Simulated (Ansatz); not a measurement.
# C: relaxation, part 2 of 2

Aim: relax C.

Ansatz 0.2.0; DFT LDA, scalar-relativistic, plane waves, PAW. Earlier steps stand in the parts before.

## 4. The relaxation

Input file input.yaml:

```yaml
crystal:
  lattice:
    - [0.0, 1.7660493904, 1.7660493904]
    - [1.7660493904, 0.0, 1.7660493904]
    - [1.7660493904, 1.7660493904, 0.0]
  atoms:
    - { symbol: C, position: [0.5, 0.5, 0.5] }
    - { symbol: C, position: [0.75, 0.75, 0.75] }
basis:
  ecutwfc: 420
kpoints:
  mp_grid: { grid: [12, 12, 12] }
hamiltonian:
  xc: lda
scf:
  occupations: { method: gaussian, width: 0.02 }
output:
  forces: true
  stress: true
  eigenvalues: true
relax:
  adjacent_minimum: "off"
  f_tol: 0.005
  max_steps: 80
  cell: { stress_tol: 0.05 }
```

On the command line:

```
$ ansatz run input.yaml --threads 4 --pin off --max-ram 12288MiB --backend cpu --events-out ev --progress --plain --runs-dir out
```

Log:

```text
Warning: RAYON_NUM_THREADS=4 ignored (pool sized by the plan → 4); use --threads N
Engine: ansatz 0.2.0, x86_64-unknown-linux-gnu
Pseudopotentials: kind: paw
Pseudopotential: C, paw, valence charge 4, recommended cutoff 420 eV (normal), C.paw.azcp
Functional definition: SPW92
  exchange = slater_x
  correlation = pw_c
Crystal: 2 atoms, lattice volume = 11.016 Å³
Basis set: ecut = 420 eV, 181 PW (Γ)
Bands: 8, of which v1, the nominal top of the filled ones, is band 4 counted from 1 (3 counted from 0)
Symmetry: 48 space group operations
Space group: Fd-3m (ITA 227), of the structure as read, at distance tolerance 2.2e-5 Å
k-points: 72 of 1728
Non-local potential: C, projectors of the file, l = 0: 2, l = 1: 2, l = 2: 1
PAW form: soft (Blöchl's): semilocal exchange-correlation on the pseudo side does not see the compensation charge
PAW frozen core: C, regenerated for the run's functional, and the local potential with it (the file was generated under x = pbe(κ = 0.804, μ = 0.2195149727645171), c = pbe(β = 0.06672455060314922))
PAW one-centre angular grid: C, 110 points (default); XC on 64 Gauss nodes
Initial density: superposition of atomic densities (neutral atoms: chi_scale 0, normalization atom), corrected by the library's trained network
Initial wavefunctions: pseudopotential atomic-orbital guess
Functional: x = slater, c = lda
SCF iter   1: F=—  HF=-485.985937 eV  |F-HF|=—  |Δ(HF+E_count)|=         —  Δρ=7.50e-3  dr2=2.31e-3  ethr=1.77e-3  ⟨swp⟩=5.1  Hψ=3755  notcnv=0
preconditioner: auto → none  [insulator: Δε(μ)=4.186 eV  Ē_g=19.913 eV  σ=0.020 eV  W_gap=1.00  n_scr=0 (ndim 8)  ℏωp=31.6 eV  f_vac=0.000  D(μ)=0.00/eV (n_scr^D=0)  ε∞_Penn≈3.5]
SCF iter   2: F=—  HF=-485.985411 eV  |F-HF|=—  |Δ(HF+E_count)|=   5.26e-4  Δρ=3.53e-3  dr2=5.00e-4  ethr=2.88e-5  ⟨swp⟩=1.0  Hψ=1152  notcnv=0
SCF iter   3: F=—  HF=-485.985275 eV  |F-HF|=—  |Δ(HF+E_count)|=   1.36e-4  Δρ=9.73e-5  dr2=7.88e-7  ethr=6.26e-6  ⟨swp⟩=1.0  Hψ=576  notcnv=0
SCF iter   4: F=—  HF=-485.985276 eV  |F-HF|=—  |Δ(HF+E_count)|=   8.16e-7  Δρ=3.19e-5  dr2=6.66e-8  ethr=9.85e-9  ⟨swp⟩=2.8  Hψ=850  notcnv=0
iter 5 did not close the SCF: its close was put off for the readings that it lacked (scf_convergence_deferred on its scf_iter line)
SCF iter   5: F=-485.985276 eV  HF=-485.985276 eV  |F-HF|=4.28e-9  |Δ(HF+E_count)|=   9.74e-9  Δρ=8.88e-6  dr2=7.29e-9  ethr=8.32e-10  ⟨swp⟩=2.0  Hψ=864  notcnv=0
SCF iter   6: F=-485.985276 eV  HF=-485.985276 eV  |F-HF|=5.46e-12  |Δ(HF+E_count)|=   3.11e-9  Δρ=7.78e-7  dr2=1.77e-11  ethr=9.12e-11  ⟨swp⟩=1.1  Hψ=1768  notcnv=0
SCF 1 converged in 6 iterations: F = -485.985276 eV  dr2 = 1.77e-11
relax step   1: F+E_penalty+E_count = -485.98527580 eV  Δ(F+E_penalty+E_count) = +0.000e0 eV  max|allowed force component| = 2.313e-17 eV/Å  Δτ_max = 0.0000 Å  P = -0.147 GPa  Ω = 11.016 Å³  (6 SCF iters, dr2 threshold 1.00e-7 eV, accepted)
Crystal: 2 atoms, lattice volume = 11.014 Å³
Initial density: handed on by an earlier stage of this run
Initial wavefunctions: those handed on with the density
iter 1 solved again at ethr=3.49e-9 eV; its pass at ethr=3.10e-3 eV (dr2=2.79e-7 eV) is discarded
SCF iter   1: F=—  HF=-485.985294 eV  |F-HF|=—  |Δ(HF+E_count)|=         —  Δρ=5.44e-5  dr2=2.74e-7  ethr=3.49e-9  ⟨swp⟩=1.0  Hψ=4064  notcnv=0
preconditioner: auto → none  [insulator: Δε(μ)=4.197 eV  Ē_g=19.922 eV  σ=0.020 eV  W_gap=1.00  n_scr=0 (ndim 8)  ℏωp=31.6 eV  f_vac=0.000  D(μ)=0.00/eV (n_scr^D=0)  ε∞_Penn≈3.5]
iter 2 did not close the SCF: its close was put off for the readings that it lacked (scf_convergence_deferred on its scf_iter line)
SCF iter   2: F=-485.985294 eV  HF=-485.985294 eV  |F-HF|=2.31e-8  |Δ(HF+E_count)|=   1.04e-7  Δρ=2.07e-5  dr2=4.16e-8  ethr=3.43e-9  ⟨swp⟩=2.0  Hψ=834  notcnv=0
iter 3 did not close the SCF: its close was put off for the readings that it lacked (scf_convergence_deferred on its scf_iter line)
SCF iter   3: F=-485.985294 eV  HF=-485.985294 eV  |F-HF|=3.99e-11  |Δ(HF+E_count)|=   1.68e-8  Δρ=1.28e-6  dr2=6.35e-11  ethr=5.20e-10  ⟨swp⟩=2.8  Hψ=873  notcnv=0
iter 4 did not close the SCF: its close was put off for the readings that it lacked (scf_convergence_deferred on its scf_iter line)
SCF iter   4: F=-485.985294 eV  HF=-485.985294 eV  |F-HF|=1.14e-13  |Δ(HF+E_count)|=  5.22e-11  Δρ=4.03e-8  dr2=7.10e-14  ethr=1.00e-12  ⟨swp⟩=1.2  Hψ=606  notcnv=0
iter 5 did not close the SCF: its close was put off for the readings that it lacked (scf_convergence_deferred on its scf_iter line)
SCF iter   5: F=-485.985294 eV  HF=-485.985294 eV  |F-HF|=0.00e0  |Δ(HF+E_count)|=  1.14e-13  Δρ=9.84e-9  dr2=2.67e-15  ethr=1.00e-12  ⟨swp⟩=1.0  Hψ=576  notcnv=0
SCF iter   6: F=-485.985294 eV  HF=-485.985294 eV  |F-HF|=1.14e-13  |Δ(HF+E_count)|=  1.14e-13  Δρ=1.60e-9  dr2=9.82e-17  ethr=1.00e-12  ⟨swp⟩=1.0  Hψ=1440  notcnv=0
SCF 2 converged in 6 iterations: F = -485.985294 eV  dr2 = 9.82e-17
relax step   2: F+E_penalty+E_count = -485.98529415 eV  Δ(F+E_penalty+E_count) = -1.835e-5 eV  max|allowed force component| = 5.551e-17 eV/Å  Δτ_max = 0.0000 Å  P = -0.057 GPa  Ω = 11.014 Å³  energy of the carried Pulay correction = +1.702e-5 eV  (6 SCF iters, dr2 threshold 5.43e-8 eV, accepted)
Crystal: 2 atoms, lattice volume = 11.013 Å³
iter 1 solved again at ethr=1.34e-9 eV; its pass at ethr=3.10e-3 eV (dr2=1.07e-7 eV) is discarded
SCF iter   1: F=—  HF=-485.985305 eV  |F-HF|=—  |Δ(HF+E_count)|=         —  Δρ=3.36e-5  dr2=1.05e-7  ethr=1.34e-9  ⟨swp⟩=1.0  Hψ=4065  notcnv=0
preconditioner: auto → none  [insulator: Δε(μ)=4.198 eV  Ē_g=19.924 eV  σ=0.020 eV  W_gap=1.00  n_scr=0 (ndim 8)  ℏωp=31.6 eV  f_vac=0.000  D(μ)=0.00/eV (n_scr^D=0)  ε∞_Penn≈3.5]
SCF iter   2: F=—  HF=-485.985305 eV  |F-HF|=—  |Δ(HF+E_count)|=   3.97e-8  Δρ=1.28e-5  dr2=1.60e-8  ethr=1.31e-9  ⟨swp⟩=2.0  Hψ=835  notcnv=0
iter 3 did not close the SCF: its close was put off for the readings that it lacked (scf_convergence_deferred on its scf_iter line)
SCF iter   3: F=-485.985305 eV  HF=-485.985305 eV  |F-HF|=1.61e-11  |Δ(HF+E_count)|=   6.41e-9  Δρ=7.99e-7  dr2=2.45e-11  ethr=2.00e-10  ⟨swp⟩=2.8  Hψ=872  notcnv=0
iter 4 did not close the SCF: its close was put off for the readings that it lacked (scf_convergence_deferred on its scf_iter line)
SCF iter   4: F=-485.985305 eV  HF=-485.985305 eV  |F-HF|=1.71e-13  |Δ(HF+E_count)|=  2.23e-11  Δρ=2.47e-8  dr2=2.72e-14  ethr=1.00e-12  ⟨swp⟩=1.1  Hψ=584  notcnv=0
iter 5 did not close the SCF: its close was put off for the readings that it lacked (scf_convergence_deferred on its scf_iter line)
SCF iter   5: F=-485.985305 eV  HF=-485.985305 eV  |F-HF|=1.14e-13  |Δ(HF+E_count)|=  5.68e-14  Δρ=6.34e-9  dr2=1.09e-15  ethr=1.00e-12  ⟨swp⟩=1.0  Hψ=576  notcnv=0
iter 6 did not close the SCF: its close was put off for the readings that it lacked (scf_convergence_deferred on its scf_iter line)
SCF iter   6: F=-485.985305 eV  HF=-485.985305 eV  |F-HF|=5.68e-14  |Δ(HF+E_count)|=  5.68e-14  Δρ=1.43e-9  dr2=6.46e-17  ethr=1.00e-12  ⟨swp⟩=1.0  Hψ=576  notcnv=0
SCF iter   7: F=-485.985305 eV  HF=-485.985305 eV  |F-HF|=0.00e0  |Δ(HF+E_count)|=  5.68e-14  Δρ=2.11e-10  dr2=1.45e-18  ethr=1.00e-12  ⟨swp⟩=1.0  Hψ=1440  notcnv=0
SCF 3 converged in 7 iterations: F = -485.985305 eV  dr2 = 1.45e-18
relax step   3: F+E_penalty+E_count = -485.98530497 eV  Δ(F+E_penalty+E_count) = -1.082e-5 eV  max|allowed force component| = 1.295e-16 eV/Å  Δτ_max = 0.0000 Å  P = -0.000 GPa  Ω = 11.013 Å³  energy of the carried Pulay correction = +2.762e-5 eV  (7 SCF iters, dr2 threshold 7.99e-9 eV, accepted)
Initial wavefunctions: pseudopotential atomic-orbital guess (no wavefunctions were taken with the density)
iter 1 solved again at ethr=1.77e-8 eV; its pass at ethr=3.10e-3 eV (dr2=1.42e-6 eV) is discarded
SCF iter   1: F=—  HF=-485.985221 eV  |F-HF|=—  |Δ(HF+E_count)|=         —  Δρ=8.49e-6  dr2=1.14e-9  ethr=1.77e-8  ⟨swp⟩=3.2  Hψ=5509  notcnv=0
preconditioner: auto → none  [insulator: Δε(μ)=4.197 eV  Ē_g=19.924 eV  σ=0.020 eV  W_gap=1.00  n_scr=0 (ndim 8)  ℏωp=31.6 eV  f_vac=0.000  D(μ)=0.00/eV (n_scr^D=0)  ε∞_Penn≈3.5]
SCF iter   2: F=—  HF=-485.985221 eV  |F-HF|=—  |Δ(HF+E_count)|=  3.21e-10  Δρ=4.15e-6  dr2=2.49e-10  ethr=1.43e-11  ⟨swp⟩=1.8  Hψ=712  notcnv=0
iter 3 did not close the SCF: its close was put off for the readings that it lacked (scf_convergence_deferred on its scf_iter line)
SCF iter   3: F=-485.985221 eV  HF=-485.985221 eV  |F-HF|=2.27e-13  |Δ(HF+E_count)|=  1.33e-10  Δρ=2.02e-7  dr2=8.86e-13  ethr=3.11e-12  ⟨swp⟩=2.0  Hψ=864  notcnv=0
iter 4 did not close the SCF: its close was put off for the readings that it lacked (scf_convergence_deferred on its scf_iter line)
SCF iter   4: F=-485.985221 eV  HF=-485.985221 eV  |F-HF|=5.68e-14  |Δ(HF+E_count)|=  2.84e-13  Δρ=6.62e-9  dr2=3.02e-15  ethr=1.00e-12  ⟨swp⟩=1.0  Hψ=576  notcnv=0
iter 5 did not close the SCF: its close was put off for the readings that it lacked (scf_convergence_deferred on its scf_iter line)
SCF iter   5: F=-485.985221 eV  HF=-485.985221 eV  |F-HF|=1.14e-13  |Δ(HF+E_count)|=  5.68e-14  Δρ=1.34e-9  dr2=1.23e-16  ethr=1.00e-12  ⟨swp⟩=1.0  Hψ=576  notcnv=0
iter 6 did not close the SCF: its close was put off for the readings that it lacked (scf_convergence_deferred on its scf_iter line)
SCF iter   6: F=-485.985221 eV  HF=-485.985221 eV  |F-HF|=1.14e-13  |Δ(HF+E_count)|=  2.27e-13  Δρ=2.00e-10  dr2=1.24e-18  ethr=1.00e-12  ⟨swp⟩=1.0  Hψ=576  notcnv=0
SCF iter   7: F=-485.985221 eV  HF=-485.985221 eV  |F-HF|=5.68e-14  |Δ(HF+E_count)|=    0.00e0  Δρ=8.67e-11  dr2=7.28e-19  ethr=1.00e-12  ⟨swp⟩=1.1  Hψ=1449  notcnv=0
SCF 4 converged in 7 iterations: F = -485.985221 eV  dr2 = 7.28e-19
relax step   4: F+E_penalty+E_count = -485.98522065 eV  Δ(F+E_penalty+E_count) = +8.433e-5 eV  max|allowed force component| = 2.220e-16 eV/Å  Δτ_max = 0.0000 Å  P = -0.006 GPa  Ω = 11.013 Å³  stress off target by 6.17e-3 GPa  SCF on the basis re-selected at this cell (its energy is not comparable with the rows above)  (7 SCF iters)
basis re-selected at this cell: Δ(F+E_penalty+E_count) = +8.433e-5 eV, ΔP = -0.006 GPa vs the last step (what re-selecting the basis moved, of the pressure what is left beyond the Pulay correction that the steps carried, after the strain that the cell walked since its last selection, with what the two solves' SCF thresholds leave and, on support functions, any second-order correction that the steps lacked; it is no measure of the basis error at this ecutwfc). This SCF's stress stands 6.17e-3 GPa from its target on what of the cell is left free (relax.cell.stress_tol is 5.00e-2 GPa) and its largest allowed force component is 2.22e-16 eV/Å (relax.f_tol is 5.00e-3 eV/Å): within both
SCF converged after 7 iterations
Free energy (F): -485.985221 eV
Harris-Foulkes:  -485.985221 eV  (|F-HF|=5.68e-14)
Internal energy: -485.985221 eV  (E = F + TS)
E sigma→0 (E₀):  -485.985221 eV
Fermi energy:    15.701647 eV
--- Per-component energies (eV) ---
  E_band       = 36.062228
  E_kinetic    = 186.503698
  E_local      = -122.220297  (includes V_loc(G=0)·N_el)
  E_nonlocal   = 55.776740
  E_hartree    = 26.159266
  E_xc         = -97.211500
  E_vxc        = -121.032936  (∫ρ·V_xc dr)
  E_paw        = -183.708850  (= ΣΔE_a)
  E_vpaw       = -15.283527  (= ΣTr[D̂ρ^β])
  E_aug_tail   = 0.000017  (compensation charges beyond the density's cutoff)
  E_ewald      = -351.409960
  E_core_change = 0.125665  (= ΣΔE_core)
  E_smearing   = -0.000000  (= −TS)
  E_closure    = -0.000000  (closes the sum)
  Σ components = -485.985221   (vs F -485.985221, Δ=0.00e0)
--- Forces (eV/Å), atoms counted from 1 ---
  atom   1  C     -0.00000000    -0.00000000     0.00000000
  atom   2  C      0.00000000     0.00000000    -0.00000000
  max |Σ_I F_I| component: 1.11e-16 eV/Å
--- Stress (GPa, compression-positive) ---
       -0.006167      -0.000000      -0.000000
       -0.000000      -0.006167      -0.000000
       -0.000000      -0.000000      -0.006167
  P = ⅓ Tr σ = -0.0062 GPa (-0.062 kbar)
--- Band table (eV; the first three rows and the last of 72) ---
  k-point 0: bands = ["-8.1261", "13.6029", "13.6029", "13.6029", "19.2265", "19.2265", "19.2265", "27.7761"]
  k-point 1: bands = ["-7.9303", "12.3557", "13.2681", "13.2681", "19.6585", "19.6585", "19.9763", "27.8862"]
  k-point 2: bands = ["-7.3447", "9.7930", "12.5444", "12.5444", "20.5963", "20.5963", "21.1651", "28.1979"]
  k-point 71: bands = ["1.6525", "1.6525", "4.9780", "4.9780", "24.1817", "24.1817", "26.3006", "26.3006"]
--- Relaxed structure (3 steps of the walk, 3 accepted, 1 SCFs on fresh bases) ---
  F+E_penalty+E_count = -485.98522065 eV   max|allowed force component| = 2.220e-16 eV/Å   (the final SCF, on the basis selected at the relaxed cell)
  cell:  # Å, volume = 11.0130 Å³
    - [-2.3267538697089625e-34, 1.7658687226541114, 1.7658687226541114]
    - [1.7658687226541114, -1.4012273090462871e-34, 1.7658687226541114]
    - [1.7658687226541114, 1.7658687226541114, 9.693149140703718e-35]
  atoms:
    - { symbol: C, position: [0.5, 0.5, 0.5] }
    - { symbol: C, position: [0.7500000000000001, 0.7500000000000001, 0.7500000000000001] }
```

It took 0.93 s on 4 threads of Intel Xeon Platinum 8488C (Sapphire Rapids), shared host; peak memory 0.4 GiB.

Step by step:

```csv
step,E - E(step 1) (eV/cell),largest force component (eV/Å),pressure (GPa),volume (Å³)
1,0.0000,0.0000,-0.15,11.02
2,0.0000,0.0000,-0.06,11.01
3,0.0000,0.0000,0.00,11.01
4,0.0001,0.0000,-0.01,11.01
```

Step 1 is the start. Step 4 repeats the geometry before it on a plane-wave basis chosen anew for that cell, so its energy need not be comparable with the rows above.

Lengths and angles in the start's conventional setting:

|  | before | after | change |
| --- | --- | --- | --- |
| a (Å) | 3.532 | 3.532 | 0.0 % |
| b (Å) | 3.532 | 3.532 | 0.0 % |
| c (Å) | 3.532 | 3.532 | 0.0 % |
| volume (Å³/atom) | 5.51 | 5.51 | 0.0 % |
| shortest distance (Å) | 1.529 | 1.529 | 0.0 % |
| space group (0.01 Å) | Fd-3m | Fd-3m | same |

The run keeps the 48 symmetry operations of the start, so it could not have lowered the symmetry.

## 5. Summary of results

What follows sums up all 2 parts. Changes of volume or cell count from the first structure of part 1.

| quantity | value |
| --- | --- |
| relaxed cell (conventional) | a = 3.532 Å, b = 3.532 Å, c = 3.532 Å, α = 90.00°, β = 90.00°, γ = 90.00° |
| space group (0.01 Å) | Fd-3m (No. 227) |
| volume | 5.51 Å³/atom |
| gap on the mesh | 4.20 eV |

The relaxed volume is 2.9 % smaller than at the start. LDA usually gives cells that are too small. Against the measured lattice constant a of C, 3.567 Å (powder; quoted in “Characterization of the Materials Synthesized by High Pressure-High Temperature Treatment of a Polymer Derived t-BC2N Ceramic”, 2011, pmc:5448883), the calculated 3.532 Å is off by -1.0 %. That is the cell relaxed with LDA, without thermal expansion or zero-point motion.
